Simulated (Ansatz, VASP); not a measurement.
**SiC (Moissanite): VASP beside Ansatz**

```
CELL_PARAMETERS angstrom
3.07600 0.00000 0.00000
-1.53800 2.66389 0.00000
0.00000 0.00000 5.04800
ATOMIC_POSITIONS crystal
Si 0.66667 0.33333 0.50000
Si 0.33333 0.66667 0.00000
C 0.66667 0.33333 0.88500
C 0.33333 0.66667 0.38500
```

Alike in both runs: task relaxation of cell and atoms; functional revPBE; dispersion D3(BJ); k mesh 10 × 10 × 5; occupations fermi-dirac, width 0.05 eV; no spin polarisation.

|  | VASP | Ansatz |
| --- | --- | --- |
| version | VASP 6.6.1 | Ansatz 0.2.0 |
| potentials or method | VASP PAW PBE potentials, release 64 (Si, C) | Ansatz PAW |
| plane-wave cutoff (eV) | 600 | 420 |
| valence electrons in the cell | 16 | 16 |

```tsv
	VASP	Ansatz	Ansatz less VASP
gap on the k mesh at the Fermi level, each at its own relaxed structure (eV)	2.42	2.43	+0.009
relaxed volume (Å³/atom)	10.15	10.17	+0.027
relaxed cell length with the largest relative difference (Å)	5.016	5.021	+0.0047
energy change over the relaxation (meV/atom)	-12	-11	+0.6
```

Caveats: the PAW data sets were made with another functional, which shifts forces and pressure a little (VASP); an odd mesh through Γ misses points on the zone boundary, where band edges often lie (VASP); odd divisions of the mesh miss points on the zone boundary, where band edges often lie, so the gap on the mesh can be too wide (Ansatz); the plane-wave basis is chosen anew once the cell has moved, so the energies of steps on either side of that aren't comparable (Ansatz); the PAW data sets come from PBE, with cores solved anew for the run's functional, which leaves a small shift of forces and pressure (Ansatz). As with any semilocal functional, this revPBE gap is likely too small.
